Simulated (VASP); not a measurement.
# Cu in VASP: relaxation of the atoms with PBE

Aim: the relaxation of the atoms of Cu with PBE.

Everything below comes from runs of VASP 6.6.1. Logs are shortened: lines on timing, memory, paths and dates and some standing lists are left out, and cuts for length are marked.

## 1. The slab as given

The cell holds a slab with vacuum, 5 atoms: a = 2.570 Å, b = 2.570 Å, c = 22.270 Å, α = 90.00°, β = 90.00°, γ = 90.00°.

The cell was built by a generator and needn't be a form met in nature.

## 2. Relaxation of the atoms, PBE

File INCAR:

```
PREC = Accurate ; ENCUT = 520
EDIFF = 1E-6 ; ISMEAR = 1
SIGMA = 0.2 ; LREAL = False
LASPH = True ; NELM = 100
ALGO = Normal ; ISIF = 2
LWAVE = False ; LCHARG = False
GGA = PE ; IBRION = 2
NSW = 40 ; EDIFFG = -0.02
KPAR = 8
```

File KPOINTS:

```
regular mesh
0
Gamma
  18 18 1
```

File POSCAR:

```
Cu
1.0
    2.5703331496      0.0000000000      0.0000000000
    0.0000000000      2.5703331496      0.0000000000
    0.0000000000      0.0000000000     22.2700000000
Cu
5
Direct
    0.0000000000      0.0000000000      0.3367759317
    0.5000000000      0.5000000000      0.4183879659
    0.0000000000      0.0000000000      0.5000000000
    0.5000000000      0.5000000000      0.5816120341
    0.0000000000      0.0000000000      0.6632240683
```

Potentials or basis: VASP PAW PBE potentials, release 64 (Cu).

Command:

```bash
> cat potpaw_PBE.64/Cu/POTCAR > POTCAR
> mpirun -np 8 vasp_std > vasp.out
```

OUTCAR:

```text
PREC = Accurate
   ENCUT = 520
   EDIFF = 1E-6
   ISMEAR = 1
   LREAL = False
   LASPH = True
   NELM = 100
   ISIF = 2
   GGA = PE
   IBRION = 2
   NSW = 40
   EDIFFG = -0.02

 ion  position               nearest neighbor table
   1  0.000  0.000  0.337-   2 2.57   2 2.57   2 2.57   2 2.57
   2  0.500  0.500  0.418-   3 2.57   3 2.57   3 2.57   3 2.57   1 2.57   1 2.57   1 2.57   1 2.57

   3  0.000  0.000  0.500-   2 2.57   4 2.57   2 2.57   4 2.57   2 2.57   4 2.57   2 2.57   4 2.57

   4  0.500  0.500  0.582-   3 2.57   3 2.57   3 2.57   3 2.57   5 2.57   5 2.57   5 2.57   5 2.57

   5  0.000  0.000  0.663-   4 2.57   4 2.57   4 2.57   4 2.57

  LATTYP: Found a simple tetragonal cell.
 ALAT       =     2.5703331496
 C/A-ratio  =     8.6642465018

  Lattice vectors:

 A1 = (   2.5703331496,   0.0000000000,   0.0000000000)
 A2 = (   0.0000000000,   2.5703331496,   0.0000000000)
 A3 = (   0.0000000000,   0.0000000000,  22.2700000000)

Analysis of symmetry for initial positions (statically):
=====================================================================
 Subroutine PRICEL returns:
 Original cell was already a primitive cell.

 Routine SETGRP: Setting up the symmetry group for a
 simple tetragonal supercell.

 Subroutine GETGRP returns: Found 16 space group operations
 (whereof 16 operations were pure point group operations)
 out of a pool of 16 trial point group operations.

The static configuration has the point symmetry D_4h.

Analysis of symmetry for dynamics (positions and initial velocities):
=====================================================================
 Subroutine PRICEL returns:
 Original cell was already a primitive cell.

 Routine SETGRP: Setting up the symmetry group for a
 simple tetragonal supercell.

 Subroutine GETGRP returns: Found 16 space group operations
 (whereof 16 operations were pure point group operations)
 out of a pool of 16 trial point group operations.

The dynamic configuration has the point symmetry D_4h.

 Subroutine INISYM returns: Found 16 space group operations
 (whereof 16 operations are pure point group operations),
 and found     1 'primitive' translations

----------------------------------------------------------------------------------------

                                     Primitive cell

  volume of cell :     147.1293

  direct lattice vectors                    reciprocal lattice vectors
     2.570333150  0.000000000  0.000000000     0.389054625  0.000000000  0.000000000
     0.000000000  2.570333150  0.000000000     0.000000000  0.389054625  0.000000000
     0.000000000  0.000000000 22.270000000     0.000000000  0.000000000  0.044903458

  length of vectors
     2.570333150  2.570333150 22.270000000     0.389054625  0.389054625  0.044903458

  position of ions in fractional coordinates (direct lattice)
     0.000000000  0.000000000  0.336775932
     0.500000000  0.500000000  0.418387966
     0.000000000  0.000000000  0.500000000
     0.500000000  0.500000000  0.581612034
     0.000000000  0.000000000  0.663224068

  ion indices of the primitive-cell ions
   primitive index   ion index
                 1           1
                 2           2
                 3           3
                 4           4
                 5           5

----------------------------------------------------------------------------------------

 KPOINTS: regular mesh

Automatic generation of k-mesh.
 Grid dimensions read from file:
 generate k-points for:   18   18    1

 Generating k-lattice:

  Cartesian coordinates                     Fractional coordinates (reciprocal lattice)
     0.021614146  0.000000000  0.000000000     0.055555556  0.000000000  0.000000000
     0.000000000  0.021614146  0.000000000     0.000000000  0.055555556  0.000000000
     0.000000000  0.000000000  0.044903458     0.000000000  0.000000000  1.000000000

  Length of vectors
     0.021614146  0.021614146  0.044903458

  Shift w.r.t. Gamma in fractional coordinates (k-lattice)
     0.000000000  0.000000000  0.000000000

 Subroutine IBZKPT returns following result:
 ===========================================

 Found     55 irreducible k-points:

 Following reciprocal coordinates:
            Coordinates               Weight
  0.000000  0.000000  0.000000      1.000000
  0.055556  0.000000  0.000000      4.000000
  0.111111  0.000000  0.000000      4.000000
  0.166667  0.000000  0.000000      4.000000
  0.222222  0.000000  0.000000      4.000000
  0.277778  0.000000  0.000000      4.000000
[... 16 lines left out ...]
  0.277778  0.111111  0.000000      8.000000
  0.333333  0.111111  0.000000      8.000000
 [... further k-points ...]
   k-points           NKPTS =     55   k-points in BZ     NKDIM =     55   number of bands    NBANDS=     33
   number of dos      NEDOS =    301   number of ions     NIONS =      5
   total plane-waves  NPLWV =  67200
   dimension x,y,z NGX =    20 NGY =   20 NGZ =  168
   dimension x,y,z NGXF=    40 NGYF=   40 NGZF=  336
   ions per type =               5
   NGX,Y,Z   is equivalent  to a cutoff of  12.94, 12.94, 12.54 a.u.
   NGXF,Y,Z  is equivalent  to a cutoff of  25.87, 25.87, 25.08 a.u.
 SYSTEM =  unknown system
   PREC   = accura    normal or accurate (medium, high low for compatibility)
   ISTART =      0    job   : 0-new  1-cont  2-samecut
   ICHARG =      2    charge: 1-file 2-atom 10-const
   ISPIN  =      1    spin polarized calculation?
   LNONCOLLINEAR =      F non collinear calculations
   LSORBIT =      F    spin-orbit coupling
   LASPH  =      T    aspherical Exc in radial PAW
   ENCUT  =  520.0 eV  38.22 Ry    6.18 a.u.   4.78  4.78 41.41*2*pi/ulx,y,z
   NELM   =    100;   NELMIN=  2; NELMDL= -5     # of ELM steps
   EDIFF  = 0.1E-05   stopping-criterion for ELM
   LREAL  =      F    real-space projection
   EDIFFG = -.2E-01   stopping-criterion for IOM
   NSW    =     40    number of steps for IOM
   IBRION =      2    ionic relax: 0-MD 1-quasi-New 2-CG
   NFREE  =      1    steps in history (QN), initial steepest desc. (CG)
   ISIF   =      2    stress and relaxation
   ISYM   =      2    0-nonsym 1-usesym 2-fastsym
   POTIM  = 0.5000    time-step for ionic-motion
   TEBEG  =    0.0;   TEEND  =   0.0 temperature during run
   PSTRESS=    0.0 pullay stress
   NELECT =      55.0000    total number of electrons
   NUPDOWN=      -1.0000    fix difference up-down
   EMIN   =  10.00;   EMAX   =-10.00  energy-range for DOS
   EFERMI =   0.00;   METHOD = LEGACY
   ISMEAR =     1;   SIGMA  =   0.20  broadening in eV -4-tet -1-fermi 0-gaus
   EFERMI_NEDOS =   21; number of points for ismear=-14 and -15
   IALGO  =     38    algorithm
   IMIX   =      4    mixing-type and parameters
     AMIX     =   0.40;   BMIX     =  1.00
     AMIX_MAG =   1.60;   BMIX_MAG =  1.00
  volume/ion in A,a.u.               =      29.43       198.58
  Fermi-wavevector in a.u.,A,eV,Ry     =   1.179314  2.228580 18.922724  1.390781
  Thomas-Fermi vector in A             =   2.315627
   LORBIT       =      0    0 simple, 1 ext, 2 COOP (PROOUT), +10 PAW based schemes
   GGA     = PE    functional components
   LHFCALC =     F    Hartree Fock is set to
   AEXX    =    0.0000 exact exchange contribution
   IVDW    =     0    specifies the selected vdW correction
   LEPSILON=     F    determine dielectric tensor
   LRPA    =     F    only Hartree local field effects (RPA)
 conjugate gradient relaxation of ions
 non-spin polarized calculation
 Methfessel and Paxton  Order N= 1 SIGMA  =   0.20
  energy-cutoff  :      520.00
  volume of cell :      147.13
 maximum number of plane-waves:      4012
 NGX is ok and might be reduce to    20
   NGX =  9   NGY =  9   NGZ = 83

--------------------------------------- Ionic step        1  -------------------------------------------

 number of electron      54.9999920 magnetization

 Free energy of the ion-electron system (eV)
  ---------------------------------------------------
  ext. energy  EPLUGINS =         0.00000000
  ---------------------------------------------------
  free energy    TOTEN  =       -17.44011930 eV

  energy without entropy =      -17.43816227  energy(sigma->0) =      -17.43946696

------------------------ aborting loop because EDIFF is reached ----------------------------------------

  FORCE on cell =-STRESS in cart. coord.  units (eV):
  Direction    XX          YY          ZZ          XY          YZ          ZX
  --------------------------------------------------------------------------------------
  -------------------------------------------------------------------------------------
  Total       -1.5801066     -1.5801066     -0.7552920      0.0000000     -0.0000000      0.0000000
  in kB      -17.2067132    -17.2067132     -8.2248200      0.0000000     -0.0000000      0.0000000
  external PRESSURE =     -14.2127488 kB  Pullay stress =       0.0000000 kB
[... 180 lines left out ...]
  energy  without entropy=      -17.4500581789  energy(sigma->0) =      -17.45177200

--------------------------------------- Ionic step        6  -------------------------------------------

 number of electron      54.9999929 magnetization

 Free energy of the ion-electron system (eV)
  ---------------------------------------------------
  ext. energy  EPLUGINS =         0.00000000
  ---------------------------------------------------
  free energy    TOTEN  =       -17.45344265 eV

  energy without entropy =      -17.45061531  energy(sigma->0) =      -17.45250020

 E-fermi :   0.4389     XC(G=0):  -5.9474

 val. band max:        0.4228838161   @ k =   0.0000   0.0000   0.0000
 cond. band min:       0.4631255266   @ k =   0.2778   0.0556   0.0000
 fundamental gap:      0.0402417105
 Fermi energy:         0.4388599012

 k-point     1 :       0.0000    0.0000    0.0000
  band No.  band energies     occupation
      1      -8.4294      2.00000
      2      -7.3391      2.00000
      3      -5.6385      2.00000
      4      -4.3837      2.00000
      5      -4.2695      2.00000
      6      -3.8115      2.00000
[... 853 lines left out ...]
     32       5.1385      0.00000
     33       5.9361      0.00000

 [... further k-points ...]

------------------------ aborting loop because EDIFF is reached ----------------------------------------

  FORCE on cell =-STRESS in cart. coord.  units (eV):
  Direction    XX          YY          ZZ          XY          YZ          ZX
  --------------------------------------------------------------------------------------
  -------------------------------------------------------------------------------------
  Total       -1.0842059     -1.0842059     -0.1169451      0.0000000      0.0000000     -0.0000000
  in kB      -11.8065575    -11.8065575     -1.2734842      0.0000000      0.0000000     -0.0000000
  external PRESSURE =      -8.2955330 kB  Pullay stress =       0.0000000 kB
[... 20 lines left out ...]
  FREE ENERGIE OF THE ION-ELECTRON SYSTEM (eV)
  ---------------------------------------------------
  free  energy   TOTEN  =       -17.4534426472 eV

  energy  without entropy=      -17.4506153056  energy(sigma->0) =      -17.45250020

 reached required accuracy - stopping structural energy minimisation
```

Run time: 89 s. Hardware: 8 MPI ranks of AMD EPYC 9R45 (Zen 5), shared host; peak memory 0.39 GiB.

What came out:

| Property | Result |
| --- | --- |
| Free energy | -17.4534 eV |
| Energy gained by relaxing | 2.7 meV/atom |
| Ionic steps | 6 |
| Largest force after relaxing | 0.005 eV/Å |
| Band gap on the k mesh | none (metal or under the smearing width) |

Forces on the atoms (eV/Å):
```
Cu   0.000  0.000  0.003
Cu   0.000  0.000  0.005
Cu   0.000  0.000  0.000
Cu   0.000  0.000 -0.005
Cu   0.000  0.000 -0.003
```

The path:
```csv
step,energy change (eV),largest force (eV/Å),pressure (GPa)
1,0.0000,0.2256,-1.42
2,-0.0074,0.1433,-1.39
3,-0.0114,0.0392,-1.12
4,-0.0117,0.0365,-1.08
5,-0.0125,0.0261,-1.04
6,-0.0133,0.0051,-0.83
```

Final structure:
```
Cu
1.0
     2.57033    0.00000    0.00000
     0.00000    2.57033    0.00000
     0.00000    0.00000   22.27000
Cu
5
Direct
  0.00000 0.00000 0.33910
  0.50000 0.50000 0.41802
  0.00000 0.00000 0.50000
  0.50000 0.50000 0.58198
  0.00000 0.00000 0.66090
```
